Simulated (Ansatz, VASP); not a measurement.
## BN in VASP and in Ansatz

Contents of INCAR:

```
ALGO = Normal ; DIPOL = 0.5 0.5 0.500
EDIFF = 1E-7 ; ENCUT = 520
GGA = PE ; IDIPOL = 3
ISIF = 2 ; ISMEAR = 0
IVDW = 12 ; LASPH = True
LCHARG = False ; LDIPOL = True
LREAL = False ; LWAVE = False
NBANDS = 11 ; NELM = 80
PREC = Accurate ; SIGMA = 0.02
```

Contents of KPOINTS:

```
k-points
0
Gamma
  12 12 1
```

The input POSCAR:

```
BN
1.0
    2.6090000000      0.0000000000      0.0000000000
   -1.3045000000      2.2594602785      0.0000000000
    0.0000000000      0.0000000000     26.0000000000
B N
1 1
Direct
    0.0000000000      0.0000000000      0.5164807692
    0.6666666667      0.3333333333      0.4835192308
```

Input for Ansatz:

```yaml
crystal:
  lattice:
    - [2.609, 0.0, 0.0]
    - [-1.3045, 2.2594602785, 0.0]
    - [0.0, 0.0, 26.0]
  atoms:
    - { symbol: B, position: [0.0, 0.0, 0.5164807692] }
    - { symbol: "N", position: [0.6666666667, 0.3333333333, 0.4835192308] }
  periodic: [true, true, false]
basis:
  ecutwfc: 420
kpoints:
  mp_grid: { grid: [12, 12, 1] }
hamiltonian:
  xc: pbe
  dispersion: d3bj
scf:
  occupations: { method: gaussian, width: 0.02 }
output:
  forces: true
  stress: true
  eigenvalues: true
```

Alike in both runs: task single point; functional PBE; dispersion D3(BJ); k mesh 12 × 12 × 1; occupations gaussian, width 0.02 eV; no spin polarisation.

```csv
,VASP,Ansatz
version,VASP 6.6.1,Ansatz 0.2.0
potentials or method,"VASP PAW PBE potentials, release 64 (B, N)","scalar-relativistic, plane waves, PAW"
plane-wave cutoff (eV),520,420
valence electrons in the cell,8,8
```

VASP gave:

| Property | Result |
| --- | --- |
| gap on the k mesh at the Fermi level (eV) | none |
| rms of the force components (eV/Å) | 5.625 |

Q: Which values does Ansatz return?

A: gap on the k mesh at the Fermi level (eV): none; rms of the force components (eV/Å): 5.629.

Atom by atom the forces differ by 0.004 eV/Å (rms over components). A gap of «none» marks a metal or a gap that the smearing closes.
